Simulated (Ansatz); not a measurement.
A (001) slab of TaSi$_{2}$ (P6_222 (No. 180)), 4 planes, outer planes TaSi2 (top) and TaSi2 (bottom), with 12 atoms (Ta4Si8) in a surface cell of A = 20.001 Å², as cut from the bulk:

```
CELL_PARAMETERS angstrom
4.80571 0.00000 0.00000
-2.40285 4.16186 0.00000
0.00000 0.00000 21.59735
ATOMIC_POSITIONS crystal
Ta 0.50000 0.50000 0.34726
Si 0.15892 0.84108 0.34726
Si 0.84108 0.15892 0.34726
Ta 0.00000 0.50000 0.44909
Si 0.68216 0.84108 0.44909
Si 0.31784 0.15892 0.44909
Ta 0.50000 0.00000 0.55091
Si 0.84108 0.68216 0.55091
Si 0.15892 0.31784 0.55091
Ta 0.50000 0.50000 0.65274
Si 0.15892 0.84108 0.65274
Si 0.84108 0.15892 0.65274
```

The calculation used DFT PBE, scalar-relativistic, plane waves, PAW (Ansatz). Plane waves to 420 eV, a k mesh through Γ of 9×9×1 on the computed 12-atom cell and Gaussian smearing (0.10 eV); no spin polarisation.

Against the same 12 atoms in the bulk, the slab as cut lies 6.097 eV higher and the relaxed slab 5.821 eV higher.

Problem. Work out the surface energy before and after relaxation.

Solution. The slab has two faces, so γ = (E_slab − N·E_bulk)/(2A), the mean of both. As cut: 6.097/(2 × 20.001) = 0.1524 eV/Å², and 1 eV/Å² = 16.02 J/m², so γ = 2.44 J/m². Relaxed: 5.821/(2 × 20.001) = 0.1455 eV/Å² = 2.33 J/m². Relaxation recovers 5 % of the cost of cutting.

Problem. What is the ideal work of this cut, per area?

Solution. Griffith's ideal work is 2γ: 4.88 J/m² if the new faces stay rigid, 4.66 J/m² if they relax. One thickness was run, 4 planes, so γ can still shift with it.